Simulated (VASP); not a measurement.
SnSe, 2 atoms in the cell. It takes space group Fm-3m (No. 225, cubic). Conventional cell: a = 5.952 Å, b = 5.952 Å, c = 5.952 Å, α = 90.00°, β = 90.00°, γ = 90.00°. Around Sn (site symmetry m-3m) lie 6 Se at 2.98 Å. Around Se (site symmetry m-3m) lie 6 Sn at 2.98 Å. Measurements of this composition are mostly on another form, of space group No. 62.

| Property | Result |
| --- | --- |
| Program | VASP 6.6.1 |
| Task | relaxation of cell and atoms |
| Functional | PBEsol |
| Potentials or basis | VASP PAW PBE potentials, release 64 (Sn_d, Se) |
| Cutoff | 600 eV |
| k mesh | 10 × 10 × 10 |
| Occupations | gaussian, width 0.03 eV |
| Spin | no spin polarisation |
| Further INCAR settings | ALGO = Normal; EDIFF = 1e-07; IBRION = 2; EDIFFG = -0.005; NSW = 90; ISIF = 3 |

Potentials or basis: VASP PAW PBE potentials, release 64 (Sn_d, Se).

The run is started by

```bash
$ cat potpaw_PBE.64/Sn_d/POTCAR potpaw_PBE.64/Se/POTCAR > POTCAR
$ mpirun -np 1 vasp_std > vasp.out
```

Hardware: 1 thread of Intel(R) Xeon(R) Platinum 8375C CPU @ 2.90GHz (Ice Lake) (shared host).

How long does it take, and how much memory?

Run time: 26 s on 1 thread of Intel(R) Xeon(R) Platinum 8375C CPU @ 2.90GHz (Ice Lake), on a shared host, peak memory 0.23 GiB. Counts: scf iterations 13, k points 47, ion steps 1.
